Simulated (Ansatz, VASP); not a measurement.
## Pt: VASP beside Ansatz

The input INCAR:

```
SYSTEM = Pt
ALGO = Normal
EDIFF = 1E-6
ENCUT = 520
GGA = PS
ISIF = 2
ISMEAR = 0
LASPH = .TRUE.
LCHARG = .TRUE.
LELF = .TRUE.
LREAL = .FALSE.
LVHAR = .TRUE.
LWAVE = .FALSE.
NBANDS = 11
NELM = 60
PREC = Accurate
SIGMA = 0.15
```

KPOINTS

```
k-points
0
G
  20 20 20
  0 0 0
```

File POSCAR:

```
Pt
1.0
    0.0000000000      1.8110575000      1.9579000000
    1.8110575000      0.0000000000      1.9579000000
    1.8110575000      1.8110575000      0.0000000000
Pt
1
Direct
    0.0000000000      0.0000000000      0.0000000000
```

Input for Ansatz:

```yaml
crystal:
  lattice:
    - [0.0, 1.8110575, 1.9579]
    - [1.8110575, 0.0, 1.9579]
    - [1.8110575, 1.8110575, 0.0]
  atoms:
    - { symbol: Pt, position: [0.0, 0.0, 0.0] }
basis:
  ecutwfc: 420
kpoints:
  mp_grid: { grid: [20, 20, 20] }
hamiltonian:
  xc: pbesol
scf:
  occupations: { method: gaussian, width: 0.15 }
output:
  forces: true
  stress: true
  eigenvalues: true
```

Change from the starting cell: strain -0.0750 x Voigt [1, 1, 0, 0, 0, 0], atoms carried along.

Alike in both runs: task single point; functional PBEsol; k mesh 20 × 20 × 20; occupations gaussian, width 0.15 eV; no spin polarisation.

|  | VASP | Ansatz |
| --- | --- | --- |
| version | VASP 6.6.1 | Ansatz 0.2.0 |
| potentials or method | VASP PAW PBE potentials, release 64 (Pt) | scalar-relativistic, plane waves, PAW |
| plane-wave cutoff (eV) | 520 | 420 |
| valence electrons in the cell | 10 | 18 |

```csv
,VASP,Ansatz,Ansatz less VASP
gap on the k mesh at the Fermi level (eV),none,none,-
pressure (GPa),70.0,70.1,+0.08
largest component of the traceless stress (GPa),12.55,12.51,-0.035
```

A gap of «none» marks a metal or a gap that the smearing closes. The functional is the same, so the differences come from potentials, cutoffs and numerics. The two sets of potentials don't hold the same shells in valence.

Caveats: the cell as given lies far from equilibrium; so large a pressure means that the cell lies far from this level's equilibrium, or that cutoff or potentials fall short (VASP); the potentials were made for another functional, which shifts forces and pressure (VASP). The runs have no spin-orbit coupling, so splittings on Pt are missing.
